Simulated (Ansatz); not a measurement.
MgS, NiAs type, relaxed with r2SCAN. It is hexagonal, P6_3/mmc (No. 194); conventional cell a = 3.645 Å, c = 6.147 Å, 17.69 Å³ an atom. Mg has 6 S at 2.61 Å; S has 6 Mg at 2.61 Å.

```cif
data_structure
_symmetry_space_group_name_H-M 'P6_3/mmc'
_symmetry_Int_Tables_number 194
_cell_length_a 3.6454
_cell_length_b 3.6454
_cell_length_c 6.1474
_cell_angle_alpha 90.000
_cell_angle_beta 90.000
_cell_angle_gamma 120.000
_cell_volume 70.75
loop_
_atom_site_label
_atom_site_type_symbol
_atom_site_symmetry_multiplicity
_atom_site_Wyckoff_symbol
_atom_site_fract_x
_atom_site_fract_y
_atom_site_fract_z
_atom_site_occupancy
Mg1 Mg 2 a 0.00000 0.00000 0.00000 1
S1 S 2 c 0.33333 0.66667 0.25000 1
```

The questions ask for values computed with the plane-wave code Ansatz on this geometry. Values at 0 K without nuclear motion; spin polarisation is off, and the phase may be a hypothetical one.

Given (12×12×4 mesh): PBE gives an indirect gap of 3.42 eV, from Γ to K; the least direct gap is 3.54 eV at Γ.

Q: Estimate the gap with HSE06 on 6×6×4.

A: HSE06 gives an indirect gap of 4.46 eV, from Γ to K; the least direct gap is 4.65 eV at Γ. The gap differs by +1.05 eV from PBE's.

Q: What does r2SCAN0 give for the gap (6×6×4 mesh)?

A: The r2SCAN0 gap is indirect, 5.61 eV (Γ to K), below the direct gap of 5.90 eV at Γ. The gap differs by +2.20 eV from PBE's.

Q: What does G0W0@PBE with 524 empty bands, a screening cutoff of 220 eV and a 6×6×2 mesh give?

A: 4.92 eV (PBE's gap over the path plus the quasiparticle shift read on the mesh). Over the mesh points the PBE gap of 3.41 eV becomes a quasiparticle gap of 4.92 eV (Γ to K), a change of +1.51 eV. Renormalisation factors Z lie between 0.76 and 0.81. G0W0 values are finite-basis, finite-mesh values.

Q: Roughly how does the cost of the LDA run (12×12×4) compare with r2SCAN's (12×12×4)?

A: About 0.4 times as much (2.4 core-seconds against 5 core-seconds, on 2 threads of Intel(R) Xeon(R) 6975P-C (Granite Rapids) (shared host)).

Q: How strongly does the crystal screen a field with clamped ions (r2SCAN)?

A: ε∞: 4.92 along x and y, 4.94 along z. Born charges, averaged over directions: Mg +2.27, S -2.27 e.

Q: What fraction of exact exchange does the dielectric-dependent hybrid take (1/ε∞ of PBE, averaged over directions)?

A: 0.184.

Q: Relaxed again with PBEsol, is the cell stable at the zone centre, and where do its optical modes lie?

A: All optical modes at Γ are real, from 173 to 410 cm⁻¹ without the longitudinal term; this says nothing of other wave vectors. The long-range field leaves the highest mode where it is. By the program's warning the force constants, and with them frequencies and ε⁰, aren't converged on this mesh.

The meshes of the hybrids are coarse, so their gaps aren't converged to the digits shown.
